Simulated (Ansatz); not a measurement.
The system is V.

```
V
1.0
    -1.51435    1.51435    1.51435
     1.51435   -1.51435    1.51435
     1.51435    1.51435   -1.51435
V
1
Cartesian
  0.0000 0.0000 0.0000
```

- Program: Ansatz 0.2.0
- Task: relaxation of cell and atoms
- Functional: PBE
- Dispersion: D3(BJ)
- Potentials or basis: Ansatz PAW
- Cutoff: 420 eV (not typed: the program's choice for these potentials)
- k mesh: 12 × 12 × 12
- Occupations: fermi-dirac, width 0.05 eV
- Spin: collinear spin, ferromagnetic start
- Starting moments: [2.0] μB

At the start: volume 13.89 Å³/atom.

Problem. Where does the relaxation end?

Solution. It ends after 5 steps and the volume is 12.84 Å³/atom (-7.6 %); space group Im-3m (No. 229, to 0.05 Å); moment 0.00 μB per cell.

The path:
```tsv
step	energy change (eV)	largest force (eV/Å)	volume (Å³)
1	0.0000	0.0000	13.89
2	-0.0460	0.0000	12.69
3	-0.0470	0.0000	12.85
4	-0.0470	0.0000	12.84
5	-0.0464	0.0000	12.84
```

Final structure:
```cif
data_structure
_symmetry_space_group_name_H-M 'P 1'
_symmetry_Int_Tables_number 1
_cell_length_a 2.5547
_cell_length_b 2.5547
_cell_length_c 2.5547
_cell_angle_alpha 109.471
_cell_angle_beta 109.471
_cell_angle_gamma 109.471
_cell_volume 12.84
loop_
_atom_site_label
_atom_site_type_symbol
_atom_site_fract_x
_atom_site_fract_y
_atom_site_fract_z
_atom_site_occupancy
V1 V 0.00000 0.00000 0.00000 1
```

Caveat: the plane-wave basis is chosen anew once the cell has moved, so the energies of steps on either side of that aren't comparable; the starting moments weren't kept.
